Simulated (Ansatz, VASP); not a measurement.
# FeSb: VASP beside Ansatz, part 2 of 2

Aim: how closely do two programs agree when they are given the same cell, functional and k mesh? The structure shown comes from an earlier Ansatz run, which isn't shown and may have moved the atoms alone.

VASP 6.6.1 and Ansatz 0.2.0.

So far: The structure; Ansatz: elastic constants, PBEsol.

## (3) VASP: elastic constants, PBEsol

Level of this step: PBEsol, no spin polarisation; plane waves and PAW (Fe, Sb) (VASP).

The same cell, functional, mesh and smearing now go to VASP, with its own data sets.

Lines of VASP's logs that name or quote its potential files are left out, and so is its time.

INCAR reads:

```
SYSTEM = FeSb
PREC = Accurate
ENCUT = 600
EDIFF = 1E-08
NELM = 120
ISMEAR = 0
SIGMA = 0.1
LREAL = .FALSE.
ALGO = Normal
GGA = PS
NBANDS = 19
LASPH = .TRUE.
LORBIT = 11
LWAVE = .FALSE.
LCHARG = .FALSE.
ISIF = 3
IBRION = 6
NFREE = 2
POTIM = 0.015
NSW = 1
GGA_COMPAT = .FALSE.
KPAR = 2
```

POSCAR reads:

```
FeSb
1.0
    3.9216592057      0.0000000000      0.0000000000
   -1.9608296028      3.3962564971      0.0000000000
    0.0000000000      0.0000000000      4.9369497103
Fe Sb
2 2
Direct
    0.0000000000      0.0000000000      0.0000000000
    0.0000000000      0.0000000000      0.5000000000
    0.3333333333      0.6666666667      0.2500000000
    0.6666666667      0.3333333333      0.7500000000
```

KPOINTS reads:

```
Automatic mesh
0
Gamma
12 12 8
0 0 0
```

Potentials, in the order of the species: Fe and Sb (PBE family, release 64).

On the command line:

```bash
> mpirun -np 2 vasp_std
```

Numbers of over 12 decimals in the logs are rounded to 6 here.

The log of the run:

```text
[banner, memory and clock lines left out]
running    2 mpi-ranks, on    1 nodes
 distrk:  each k-point on    1 cores,    2 groups
 distr:  one band on    1 cores,    1 groups

 POSCAR found type information on POSCAR FeSb
 POSCAR found :  2 types and       4 ions
|                                                                             |
|               ----> ADVICE to this user running VASP <----                  |
|                                                                             |
|     You enforced a specific xc type in the INCAR file but a different       |
|     [... a line on the potential file left out ...]
|     I HOPE YOU KNOW WHAT YOU ARE DOING!                                     |
|                                                                             |

 LDA part: xc-table for (Slater+PW92), standard interpolation
 POSCAR, INCAR and KPOINTS ok, starting setup
 FFT: planning ... GRIDC
 FFT: planning ... GRID_SOFT
 FFT: planning ... GRID
 WAVECAR not read
 entering main loop
       N       E                     dE             d eps       ncg     rms          rms(c)
DAV:   1     0.175843825198E+03    0.17584E+03   -0.11852E+04  3610   0.153E+03
DAV:   2    -0.184337737327E+02   -0.19428E+03   -0.18794E+03  3610   0.311E+02
DAV:   3    -0.288035943680E+02   -0.10370E+02   -0.99832E+01  4385   0.883E+01
DAV:   4    -0.291480747426E+02   -0.34448E+00   -0.34220E+00  4413   0.153E+01
DAV:   5    -0.291590321189E+02   -0.10957E-01   -0.10952E-01  4350   0.280E+00    0.164E+01
DAV:   6    -0.328370396470E+02   -0.36780E+01   -0.46113E+01  4567   0.104E+02    0.217E+01
DAV:   7    -0.270798967065E+02    0.57571E+01   -0.35663E+01  4334   0.809E+01    0.636E+00
DAV:   8    -0.269944281474E+02    0.85469E-01   -0.13988E+00  4044   0.899E+00    0.190E+00
DAV:   9    -0.269552534332E+02    0.39175E-01   -0.11984E-01  4987   0.506E+00    0.833E-01
DAV:  10    -0.269527419545E+02    0.25115E-02   -0.47971E-03  3855   0.501E-01    0.242E-01
DAV:  11    -0.269522302147E+02    0.51174E-03   -0.22208E-03  4911   0.714E-01    0.881E-02
DAV:  12    -0.269522281851E+02    0.20296E-05   -0.80316E-05  4794   0.967E-02    0.518E-02
DAV:  13    -0.269522266667E+02    0.15185E-05   -0.10891E-05  4912   0.245E-02    0.990E-03
DAV:  14    -0.269522266465E+02    0.20174E-07   -0.79649E-07  5099   0.108E-02    0.105E-03
DAV:  15    -0.269522266548E+02   -0.82975E-08   -0.73068E-08  4812   0.208E-03
   1 F= -.26952227E+02 E0= -.26934230E+02  d E =-.359933E-01
[... from here on, the cycles between the ionic steps are left out ...]
   2 F= -.26940500E+02 E0= -.26922506E+02  d E =-.359896E-01
  14 F= -.26951157E+02 E0= -.26933152E+02  d E =-.360102E-01
  15 F= -.26951157E+02 E0= -.26933152E+02  d E =-.360102E-01
  16 F= -.26951311E+02 E0= -.26933301E+02  d E =-.360193E-01
  17 F= -.26951311E+02 E0= -.26933301E+02  d E =-.360194E-01
  18 F= -.26951121E+02 E0= -.26933132E+02  d E =-.359779E-01
  19 F= -.26951121E+02 E0= -.26933132E+02  d E =-.359779E-01
  20 F= -.26951201E+02 E0= -.26933193E+02  d E =-.360156E-01
 Finite differences progress:
  Degree of freedom:  10/ 10
  Displacement:        1/  2
  Total:              19/ 20
 bond charge predicted
       N       E                     dE             d eps       ncg     rms          rms(c)
DAV:   1    -0.269512495602E+02   -0.48600E-04   -0.21424E-01  5059   0.285E+00    0.369E-01
DAV:   2    -0.269996274660E+02   -0.48378E-01   -0.36889E-01  7547   0.833E+00    0.300E+00
DAV:   3    -0.269514095718E+02    0.48218E-01   -0.28568E-01  7449   0.708E+00    0.981E-02
DAV:   4    -0.269512123306E+02    0.19724E-03   -0.28617E-03  5972   0.424E-01    0.454E-02
DAV:   5    -0.269512031164E+02    0.92143E-05   -0.71029E-05  7302   0.951E-02    0.212E-02
DAV:   6    -0.269512053671E+02   -0.22508E-05   -0.35066E-05  6620   0.914E-02    0.205E-02
DAV:   7    -0.269512011030E+02    0.42642E-05   -0.13778E-05  6267   0.595E-02    0.455E-03
DAV:   8    -0.269512009966E+02    0.10638E-06   -0.93476E-07  7599   0.892E-03    0.148E-03
DAV:   9    -0.269512009884E+02    0.82021E-08   -0.55641E-08  5479   0.266E-03
  21 F= -.26951201E+02 E0= -.26933193E+02  d E =-.360158E-01
 Finite differences progress:
  Degree of freedom:  10/ 10
  Displacement:        2/  2
  Total:              20/ 20
```

OUTCAR, selected parts (step 3):

```text
ion  position               nearest neighbor table
   1  0.000  0.000  0.000-   2 2.47   2 2.47   4 2.58   3 2.58   3 2.58   4 2.58   4 2.58   3 2.58

  LATTYP: Found a hexagonal cell.
 ALAT       =     3.9216592057
 C/A-ratio  =     1.2588930989

 Subroutine GETGRP returns: Found 24 space group operations
 (whereof 12 operations were pure point group operations)

The static configuration has the point symmetry D_3d.
 The point group associated with its full space group is D_6h.

 Found     95 irreducible k-points:

   k-points           NKPTS =     95   k-points in BZ     NKDIM =     95   number of bands    NBANDS=     19

   dimension x,y,z NGX =    32 NGY =   32 NGZ =   40
   dimension x,y,z NGXF=    64 NGYF=   64 NGZF=   80

   ENCUT  =  600.0 eV  44.10 Ry    6.64 a.u.   7.83  7.83  9.86*2*pi/ulx,y,z

   NELECT =      26.0000    total number of electrons

 k-points in reciprocal lattice and weights: Automatic mesh
   0.00000000  0.00000000  0.00000000       0.001
   0.08333333  0.00000000  0.00000000       0.005
   0.16666667  0.00000000  0.00000000       0.005
   0.25000000  0.00000000  0.00000000       0.005
   0.33333333  0.00000000  0.00000000       0.005
   0.41666667  0.00000000  0.00000000       0.005
   0.50000000  0.00000000  0.00000000       0.003
   0.08333333  0.08333333  0.00000000       0.005
   0.16666667  0.08333333  0.00000000       0.010
[...]
18      13.6200      0.00000
     19      14.3006      0.00000

  Total       -0.0265298     -0.0265298      0.1392565     -0.0000000      0.0000000      0.0000000
  in kB       -0.6464221     -0.6464221      3.3931023     -0.0000000      0.0000000      0.0000000
  external PRESSURE =       0.7000860 kB  Pullay stress =       0.0000000 kB

  energy-cutoff  :      600.00
  volume of cell :       65.76
      direct lattice vectors                 reciprocal lattice vectors
     3.921659206  0.000000000  0.000000000     0.254994110  0.147220918  0.000000000
    -1.960829603  3.396256497  0.000000000     0.000000000  0.294441836  0.000000000
     0.000000000  0.000000000  4.936949710     0.000000000  0.000000000  0.202554220

 POSITION                                       TOTAL-FORCE (eV/Angst)
 -----------------------------------------------------------------------------------
      0.00000      0.00000      0.00000         0.000000      0.000000     -0.035099
      0.00000      0.00000      2.46847         0.000000      0.000000     -0.034551
     -0.00000      2.26417      1.21924        -0.000000     -0.000000      0.136795
      1.96083      1.13209      3.70271        -0.000000      0.000000     -0.067145
 -----------------------------------------------------------------------------------
    total drift:                                0.000000     -0.000000      0.000041

  FREE ENERGIE OF THE ION-ELECTRON SYSTEM (eV)
  ---------------------------------------------------
  free  energy   TOTEN  =       -26.9512009884 eV

  energy  without entropy=      -26.9151852048  energy(sigma->0) =      -26.93319310

  SYMMETRIZED ELASTIC MODULI (kBar)
 Direction    XX          YY          ZZ          XY          YZ          ZX
 --------------------------------------------------------------------------------
 XX        2500.0623    682.1241   1394.9954      0.0000      0.0000      0.0000
 YY         682.1241   2500.0623   1394.9954      0.0000      0.0000      0.0000
 ZZ        1394.9954   1394.9954   2084.6594      0.0000      0.0000      0.0000
 XY           0.0000      0.0000      0.0000    908.9691      0.0000     -0.0000
 YZ           0.0000      0.0000      0.0000      0.0000   1171.7451      0.0000
 ZX           0.0000     -0.0000     -0.0000     -0.0000      0.0000   1171.7446
 --------------------------------------------------------------------------------

 Eigenvectors and eigenvalues of the dynamical matrix
 ----------------------------------------------------

   1 f  =    7.401438 THz    46.504605 2PiTHz  246.885391 cm-1    30.609873 meV
             X         Y         Z           dx          dy          dz
      0.000000  0.000000  0.000000     0.488445    0.322820   -0.000000
      0.000000  0.000000  2.468475     0.488445    0.322820    0.000000
     -0.000000  2.264171  1.234237    -0.330781   -0.218617   -0.000000
      1.960830  1.132085  3.702712    -0.330781   -0.218617    0.000000

   2 f  =    7.401438 THz    46.504605 2PiTHz  246.885391 cm-1    30.609873 meV
             X         Y         Z           dx          dy          dz
      0.000000  0.000000  0.000000     0.322820   -0.488445   -0.000000
      0.000000  0.000000  2.468475     0.322820   -0.488445    0.000000
     -0.000000  2.264171  1.234237    -0.218617    0.330781    0.000000
      1.960830  1.132085  3.702712    -0.218617    0.330781   -0.000000

   3 f  =    7.126689 THz    44.778310 2PiTHz  237.720772 cm-1    29.473606 meV
             X         Y         Z           dx          dy          dz
      0.000000  0.000000  0.000000    -0.000000   -0.000000   -0.707107
      0.000000  0.000000  2.468475    -0.000000    0.000000    0.707107
     -0.000000  2.264171  1.234237     0.000000   -0.000000   -0.000000
      1.960830  1.132085  3.702712     0.000000   -0.000000    0.000000

   4 f  =    6.756697 THz    42.453582 2PiTHz  225.379166 cm-1    27.943443 meV
             X         Y         Z           dx          dy          dz
      0.000000  0.000000  0.000000     0.589909    0.389881   -0.000000
      0.000000  0.000000  2.468475    -0.589909   -0.389881    0.000000
     -0.000000  2.264171  1.234237     0.000000    0.000000   -0.000000
      1.960830  1.132085  3.702712     0.000000    0.000000   -0.000000

   5 f  =    6.756697 THz    42.453582 2PiTHz  225.379166 cm-1    27.943443 meV
             X         Y         Z           dx          dy          dz
      0.000000  0.000000  0.000000     0.389881   -0.589909    0.000000
      0.000000  0.000000  2.468475    -0.389881    0.589909   -0.000000
     -0.000000  2.264171  1.234237     0.000000    0.000000    0.000000
      1.960830  1.132085  3.702712     0.000000   -0.000000    0.000000

   6 f  =    5.449129 THz    34.237884 2PiTHz  181.763363 cm-1    22.535775 meV
             X         Y         Z           dx          dy          dz
      0.000000  0.000000  0.000000     0.000000    0.000000   -0.585696
      0.000000  0.000000  2.468475     0.000000    0.000000   -0.585696
     -0.000000  2.264171  1.234237    -0.000000   -0.000000    0.396181
      1.960830  1.132085  3.702712     0.000000    0.000000    0.396181

   7 f  =    5.223859 THz    32.822474 2PiTHz  174.249179 cm-1    21.604135 meV
             X         Y         Z           dx          dy          dz
      0.000000  0.000000  0.000000    -0.000000   -0.000000   -0.000000
      0.000000  0.000000  2.468475    -0.000000   -0.000000   -0.000000
     -0.000000  2.264171  1.234237     0.000000    0.000000   -0.707107
      1.960830  1.132085  3.702712    -0.000000   -0.000000    0.707107

   8 f  =    4.716596 THz    29.635248 2PiTHz  157.328717 cm-1    19.506266 meV
             X         Y         Z           dx          dy          dz
      0.000000  0.000000  0.000000     0.000000    0.000000    0.000000
      0.000000  0.000000  2.468475     0.000000    0.000000    0.000000
     -0.000000  2.264171  1.234237    -0.589918   -0.389868   -0.000000
      1.960830  1.132085  3.702712     0.589918    0.389868    0.000000

   9 f  =    4.716596 THz    29.635248 2PiTHz  157.328717 cm-1    19.506266 meV
             X         Y         Z           dx          dy          dz
      0.000000  0.000000  0.000000     0.000000   -0.000000    0.000000
      0.000000  0.000000  2.468475     0.000000    0.000000    0.000000
     -0.000000  2.264171  1.234237     0.389868   -0.589918   -0.000000
      1.960830  1.132085  3.702712    -0.389868    0.589918    0.000000

  10 f/i=    0.000324 THz     0.002034 2PiTHz    0.010799 cm-1     0.001339 meV
             X         Y         Z           dx          dy          dz
      0.000000  0.000000  0.000000    -0.373080    0.134240    0.000000
      0.000000  0.000000  2.468475    -0.373080    0.134240    0.000000
     -0.000000  2.264171  1.234237    -0.550906    0.198225    0.000000
      1.960830  1.132085  3.702712    -0.550906    0.198225    0.000000

  11 f/i=    0.000324 THz     0.002034 2PiTHz    0.010799 cm-1     0.001339 meV
             X         Y         Z           dx          dy          dz
      0.000000  0.000000  0.000000     0.134240    0.373080    0.000000
      0.000000  0.000000  2.468475     0.134240    0.373080    0.000000
     -0.000000  2.264171  1.234237     0.198225    0.550906    0.000000
      1.960830  1.132085  3.702712     0.198225    0.550906    0.000000

  12 f/i=    0.003169 THz     0.019910 2PiTHz    0.105698 cm-1     0.013105 meV
             X         Y         Z           dx          dy          dz
      0.000000  0.000000  0.000000    -0.000000   -0.000000    0.396181
      0.000000  0.000000  2.468475    -0.000000   -0.000000    0.396181
     -0.000000  2.264171  1.234237    -0.000000   -0.000000    0.585696
      1.960830  1.132085  3.702712    -0.000000   -0.000000    0.585696

 ELASTIC MODULI CONTR FROM IONIC RELAXATION (kBar)
 Direction    XX          YY          ZZ          XY          YZ          ZX
 --------------------------------------------------------------------------------
 XX        -353.1135    353.1135     -0.0000     -0.0000      0.0000      0.0000
 YY         353.1135   -353.1135      0.0000     -0.0000     -0.0000     -0.0000
 ZZ          -0.0000      0.0000     -0.0000      0.0000     -0.0000     -0.0000
 XY          -0.0000     -0.0000      0.0000   -353.1135     -0.0000     -0.0000
 YZ           0.0000     -0.0000     -0.0000     -0.0000     -0.0000     -0.0000
 ZX           0.0000     -0.0000     -0.0000     -0.0000     -0.0000     -0.0000
 --------------------------------------------------------------------------------

 TOTAL ELASTIC MODULI (kBar)
 Direction    XX          YY          ZZ          XY          YZ          ZX
 --------------------------------------------------------------------------------
 XX        2146.9488   1035.2375   1394.9954      0.0000      0.0000      0.0000
 YY        1035.2375   2146.9488   1394.9954      0.0000     -0.0000     -0.0000
 ZZ        1394.9954   1394.9954   2084.6594      0.0000     -0.0000      0.0000
 XY           0.0000      0.0000      0.0000    555.8556     -0.0000     -0.0000
 YZ           0.0000     -0.0000     -0.0000     -0.0000   1171.7451      0.0000
 ZX           0.0000     -0.0000     -0.0000     -0.0000      0.0000   1171.7446
 --------------------------------------------------------------------------------

 total charge
# of ion       s       p       d       tot
------------------------------------------
    1        0.443   0.509   6.509   7.462
    2        0.443   0.509   6.509   7.462
    3        1.109   1.288   0.094   2.491
    4        1.109   1.288   0.094   2.491
--------------------------------------------------
tot          3.105   3.595  13.206  19.906
```

This run has no spin polarisation, so a moment on Fe, if there is one, isn't seen.

Levels, forces or a CONTCAR printed for this step are those of its last displaced cell, not of the structure at rest.

## (4) Side by side

Known differences besides the potentials themselves: the data sets hold 62 valence electrons in Ansatz (on its default PAW (the set named soft_2) files) and 26 in VASP; the cutoff is 420 eV in Ansatz and 600 eV in VASP; Ansatz makes its cores anew for this functional, VASP keeps those of its PBE data sets; VASP takes each elastic constant from one size of strain, Ansatz from those that its log lists. Total energies have different zeros and are not compared.

The two programs side by side:

```csv
quantity,Ansatz,VASP,difference
C11 (GPa),214.3,214.7,-0.17 %
C22 (GPa),214.3,214.7,-0.17 %
C33 (GPa),206.9,208.5,-0.73 %
C12 (GPa),103.2,103.5,-0.29 %
C13 (GPa),139.0,139.5,-0.33 %
C23 (GPa),139.0,139.5,-0.33 %
C44 (GPa),117.6,117.2,+0.34 %
C55 (GPa),117.6,117.2,+0.34 %
C66 (GPa),55.6,55.6,-0.07 %
```

## (5) Results

```json
{"difference in C33 (elastic constants, PBEsol)": "-0.73 %"}
```

The difference in C33 is -0.73 % (elastic constants, PBEsol), within the 5 % picked in this series as the mark of a large difference. The data sets hold unlike numbers of valence electrons (62 in Ansatz and 26 in VASP), so part of the differences comes from the potentials. Such differences can come from data sets, numerical settings and the points named under the comparisons, not from the functional's error against experiment.

[Lines on the potential files, build, host, timing and source positions are cut from VASP's logs without a mark.]

[Logs are printed without paths, hosts, clocks, repeated set-up lines and the standing remarks that a program may print on its own settings, such as how far it seeks lower states.]

[Hosts, paths, dates, database ids (printed as entryN), source tags and the programs' standing remarks are cut or masked in the printed files.]
